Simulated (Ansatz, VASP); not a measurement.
**LiF: VASP beside Ansatz**

```
CELL_PARAMETERS angstrom
0.00000 2.00726 2.00726
2.00726 0.00000 2.00726
2.00726 2.00726 0.00000
ATOMIC_POSITIONS crystal
Li 0.00000 0.00000 0.00000
F 0.50000 0.50000 0.50000
```

Change from the starting cell: volume scaled by 0.99.

Alike in both runs: task single point; functional LDA; k mesh 10 × 10 × 10; occupations fermi-dirac, width 0.03 eV; no spin polarisation.

```csv
,VASP,Ansatz
version,VASP 6.6.1,Ansatz 0.2.0
potentials or method,"VASP PAW LDA potentials, release 64 (Li_sv, F), cutoff 520 eV","all-electron LAPW, scalar-relativistic"
```

Ansatz gave:

| Quantity | Value |
| --- | --- |
| gap on the k mesh at the Fermi level (eV) | 8.91 |

**Question.** What did VASP give for the same quantities?

**Answer.** gap on the k mesh at the Fermi level (eV): 8.93.

Ansatz ran all-electron here, so the differences hold the error of VASP's frozen core and of both bases.

 A k mesh can miss the band edges.
